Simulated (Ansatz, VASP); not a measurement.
**One calculation of Rh, two programs**

File INCAR:

```
ALGO     = Normal         # electronic algorithm
EDIFF    = 1E-6           # SCF threshold, eV
ENCUT    = 520            # plane-wave cutoff, eV
GGA      = PS             # functional
ISIF     = 2              # what is computed and relaxed
ISMEAR   = -1             # smearing method
LASPH    = T              # aspherical terms in the spheres
LCHARG   = F              # write CHGCAR
LREAL    = F              # projectors in reciprocal space
LWAVE    = F              # write WAVECAR
NBANDS   = 22             # bands
NELM     = 80             # most SCF steps
PREC     = Accurate       # precision mode
SIGMA    = 0.1            # smearing width, eV
```

KPOINTS

```
k-points
0
Gamma
  12 12 7
```

File POSCAR:

```
Rh
1.0
    2.6561196600      0.0000000000      0.0000000000
   -1.3280603163      2.3002669151      0.0000000000
    0.0000000000      0.0000000000      4.3070989184
Rh
2
Direct
    0.6666666667      0.3333333333      0.7500000000
    0.3333333333      0.6666666667      0.2500000000
```

Input for Ansatz:

```yaml
crystal:
  lattice:
    - [2.656119660038345, 0.0, 0.0]
    - [-1.3280603163135858, 2.300266915123738, 0.0]
    - [0.0, 0.0, 4.307098918433115]
  atoms:
    - { symbol: Rh, position: [0.6666666666666666, 0.3333333333333333, 0.75] }
    - { symbol: Rh, position: [0.3333333333333333, 0.6666666666666666, 0.25] }
basis:
  ecutwfc: 500.0
kpoints:
  mp_grid:
    grid: [12, 12, 7]
hamiltonian:
  xc: pbesol
scf:
  occupations:
    method: fermi_dirac
    width: 0.1
output:
  stress: true
```

This isn't the form of Rh at room conditions, which is fcc.

Alike in both runs: task single point; functional PBEsol; k mesh 12 × 12 × 7; occupations fermi-dirac, width 0.1 eV; no spin polarisation.

|  | VASP | Ansatz |
| --- | --- | --- |
| version | VASP 6.6.1 | Ansatz 0.2.0 |
| potentials or method | VASP PAW PBE potentials, release 64 (Rh_pv) | plane waves, PAW |
| plane-wave cutoff (eV) | 520 | 500 |
| valence electrons in the cell | 30 | 34 |

VASP gave:

* pressure (GPa): 9.6
* largest component of the traceless stress (GPa): 0.63

Question: Which values does Ansatz return?

Answer: Pressure (GPa): 9.7; largest component of the traceless stress (GPa): 0.65.

The two sets of potentials don't hold the same shells in valence.

Caveats: the PAW data sets were made with another functional, which shifts forces and pressure a little (VASP).
